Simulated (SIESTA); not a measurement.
Runs of SIESTA 5.4.2 on SiC (Moissanite 6H). It takes space group P6_3mc (No. 186, hexagonal). Conventional cell: a = 3.095 Å, b = 3.095 Å, c = 15.170 Å, α = 90.00°, β = 90.00°, γ = 120.00°. Si (site symmetry 3m) has 4 C at 1.90 Å as nearest neighbours. Si (site symmetry 3m) has 4 C at 1.90 Å as nearest neighbours. Si (site symmetry 3m) is surrounded by 4 C at 1.90 Å. C (site symmetry 3m) has 4 Si at 1.90 Å as nearest neighbours. Around C (site symmetry 3m) lie 4 Si at 1.90 Å. C (site symmetry 3m) has 4 Si at 1.90 Å as nearest neighbours. 

| level | potentials or basis | energy shift | gap on the mesh (eV) | pressure (GPa) | largest force (eV/Å) |
| --- | --- | --- | --- | --- | --- |
| vdW-DF-cx | PseudoDojo 0.4 standard (PBE files), DZP (energy shift 0.003 Ry) | 0.003 Ry | 1.98 | 1.9 | 0.14 |
| PBE | SG15 1.2 (PBE files) or PseudoDojo by element, DZP (energy shift 0.003 Ry) | 0.003 Ry | 2.04 | (a) | 0.14 |
| PBE | PseudoDojo 0.4 standard (PBE files), DZP (energy shift 0.01 Ry) | 0.01 Ry | 1.99 | 1.9 | 0.13 |
| PBE | PseudoDojo 0.4 standard (PBE files), SZ (energy shift 0.003 Ry) | 0.003 Ry | 4.32 | (b) | 0.13 |

Alike in all rows: task band structure; no spin polarisation; cell as given; k mesh 10 × 10 × 2; smearing fermi-dirac 0.05 eV; grid cutoff 500 Ry.

Problem. Estimate the missing entries.

Solution. (a) 3.4; (b) 22.8.

Caveats: the basis of atomic orbitals isn't converged, which shifts pressures, moduli and gaps; the potentials were made for another functional, which shifts forces and pressure (some runs); the basis has no polarisation orbitals (some runs); so large a pressure means that the cell lies far from this level's equilibrium, or that cutoff or potentials fall short (some runs).

